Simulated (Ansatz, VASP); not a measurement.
## One calculation of WC (Qusongite), two programs

File INCAR:

```
SYSTEM = WC
PREC = Accurate
ENCUT = 520
EDIFF = 1E-8
ISMEAR = -1
SIGMA = 0.05
LREAL = .FALSE.
LASPH = .TRUE.
NELM = 60
ALGO = Normal
ISIF = 2
LWAVE = .FALSE.
LCHARG = .FALSE.
GGA = PS
LEFG = .TRUE.
NBANDS = 46
```

File KPOINTS:

```
Automatic mesh
0
G
  4 4 3
  0 0 0
```

The input POSCAR:

```
WC
1.0
   -1.4532500000      2.5171028361      2.8366000000
    2.9065000000      0.0000000000      2.8366000000
    2.9065000000      5.0342056722      0.0000000000
W C
4 4
Direct
    0.0000000000      0.0000000000      0.0000000000
    0.0000000000      0.0000000000      0.5000000000
    0.5000000000      0.5000000000      0.2500000000
    0.5000000000      0.5000000000      0.7500000000
    0.0833333333      0.4166666667      0.1250000000
    0.0833333333      0.4166666667      0.6250000000
    0.5833333333      0.9166666667      0.3750000000
    0.5833333333      0.9166666667      0.8750000000
```

Input for Ansatz:

```yaml
crystal:
  lattice:
    - [-1.45325, 2.5171028361, 2.8366]
    - [2.9065, 0.0, 2.8366]
    - [2.9065, 5.0342056722, 0.0]
  atoms:
    - { symbol: W, position: [0.0, 0.0, 0.0] }
    - { symbol: W, position: [0.0, 0.0, 0.5] }
    - { symbol: W, position: [0.5, 0.5, 0.25] }
    - { symbol: W, position: [0.5, 0.5, 0.75] }
    - { symbol: C, position: [0.0833333333, 0.4166666667, 0.125] }
    - { symbol: C, position: [0.0833333333, 0.4166666667, 0.625] }
    - { symbol: C, position: [0.5833333333, 0.9166666667, 0.375] }
    - { symbol: C, position: [0.5833333333, 0.9166666667, 0.875] }
kpoints:
  mp_grid: { grid: [4, 4, 3] }
scf:
  occupations: { method: fermi_dirac, width: 0.05 }
hamiltonian:
  xc: pbesol
  pseudopotentials: { kind: paw, azcp: { folder: soft_1 } }
output:
  forces: true
  efg: { contact_densities: true }
  core_levels: { shells: { W: "4f" }, counted_from: fermi_level, add_spin: always }
```

Alike in both runs: task electric field gradients; functional PBEsol; k mesh 4 × 4 × 3; occupations fermi-dirac, width 0.05 eV; no spin polarisation.

|  | VASP | Ansatz |
| --- | --- | --- |
| version | VASP 6.6.1 | Ansatz 0.2.0 |
| potentials or method | VASP PAW PBE potentials, release 64 (W_sv, C) | plane-wave PAW, scalar-relativistic |
| plane-wave cutoff (eV) | 520 | 420 |
| valence electrons in the cell | 72 | 72 |

```tsv
	VASP	Ansatz	Ansatz less VASP
rms of the force components (eV/Å)	0.013	0.013	-0.0001
Vzz of the field gradient on the site that differs most (V/Å²)	-144.6	-138.8	+5.79
```

Atom by atom the forces differ by 0.000 eV/Å (rms over components). Ansatz warned: «gradients_without_spin_orbit».

Caveats: the k mesh is coarse (spacing up to 0.42 Å⁻¹), so the values aren't converged; the PAW data sets were made with another functional, which shifts forces and pressure a little (VASP). Spin-orbit coupling is left out, which matters for the levels of W.
